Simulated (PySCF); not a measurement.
# Level sweep

Piperidine, C5H11N.
Structure used (PBE0-D3(BJ)/def2-SVP), in Å, numbered top down from 1:
```
atom  x, y, z in Å
C1     1.0856   -0.7220    0.3480
C2    -0.0900   -1.3460   -0.3993
C3    -1.3826   -0.5854   -0.1007
N4    -1.2943    0.8432   -0.3328
C5    -0.1725    1.4526    0.3545
C6     1.1706    0.7772    0.0743
H7     0.9480   -0.8825    1.4333
H8     2.0298   -1.2227    0.0791
H9    -0.2017   -2.4109   -0.1346
H10    0.1053   -1.3117   -1.4871
H11   -1.6519   -0.7398    0.9611
H12   -2.2201   -0.9905   -0.6913
H13   -1.2251    1.0254   -1.3321
H14   -0.1344    2.5225    0.0933
H15   -0.3764    1.4082    1.4409
H16    1.4436    0.9435   -0.9842
H17    1.9671    1.2416    0.6799
```

PySCF, dipoles from the SCF density, polarisabilities from static response with core orbitals frozen. Geometry: PBE0-D3(BJ)/def2-SVP, one conformer, isolated molecule.

Task: Compare the levels for these properties.

Result: 

```json
{"level": "LDA/def2-SVPD", "μ (D)": "1.148", "α (au)": "71.11", "anisotropy (au)": "9.57"}
{"level": "PBE/def2-SVPD", "μ (D)": "1.098", "α (au)": "70.04", "anisotropy (au)": "9.68"}
{"level": "B3LYP/def2-SVPD", "μ (D)": "1.153", "α (au)": "67.78", "anisotropy (au)": "8.97"}
{"level": "PBE0/def2-SVPD", "μ (D)": "1.150", "α (au)": "67.14", "anisotropy (au)": "8.98"}
{"level": "BHandHLYP/def2-SVPD", "μ (D)": "1.198", "α (au)": "65.24", "anisotropy (au)": "8.37"}
{"level": "CAM-B3LYP/def2-SVPD", "μ (D)": "1.200", "α (au)": "66.56", "anisotropy (au)": "8.48"}
{"level": "wB97X-D/def2-SVPD", "μ (D)": "1.197", "α (au)": "66.51", "anisotropy (au)": "8.55"}
{"level": "LC-wPBE/def2-SVPD", "μ (D)": "1.221", "α (au)": "64.76", "anisotropy (au)": "8.20"}
{"level": "HF/def2-SVPD", "μ (D)": "1.237", "α (au)": "62.89", "anisotropy (au)": "7.66"}
{"level": "PBE0/6-31G*", "μ (D)": "1.141", "α (au)": "57.63", "anisotropy (au)": "7.50"}
{"level": "PBE0/6-31+G*", "μ (D)": "1.275", "α (au)": "64.28", "anisotropy (au)": "8.00"}
{"level": "PBE0/def2-SVP", "μ (D)": "1.051", "α (au)": "59.71", "anisotropy (au)": "7.64"}
{"level": "PBE0/aug-cc-pVDZ", "μ (D)": "1.151", "α (au)": "69.24", "anisotropy (au)": "9.51"}
{"level": "PBE0/def2-TZVP", "μ (D)": "1.118", "α (au)": "66.16", "anisotropy (au)": "8.86"}
```

The anisotropy is √(½[(α1 − α2)² + (α2 − α3)² + (α3 − α1)²]). The dipole runs from 1.05 D (PBE0/def2-SVP) to 1.28 D (PBE0/6-31+G*). No reference polarisability is at hand; against PBE0 in the largest diffuse basis at hand (aug-cc-pVDZ) the other PBE0 rows deviate by 6-31G* -17%, 6-31+G* -7%, def2-SVP -14%, def2-SVPD -3%, def2-TZVP -4%. In one basis (def2-SVPD) the functionals order the polarisability from HF (lowest) to LDA (highest), a spread of 13%. With PBE0 the polarisability is 61.17 au without diffuse functions (mean of 6-31G*, def2-SVP and def2-TZVP) and 66.89 au with them (mean of 6-31+G*, def2-SVPD and aug-cc-pVDZ).
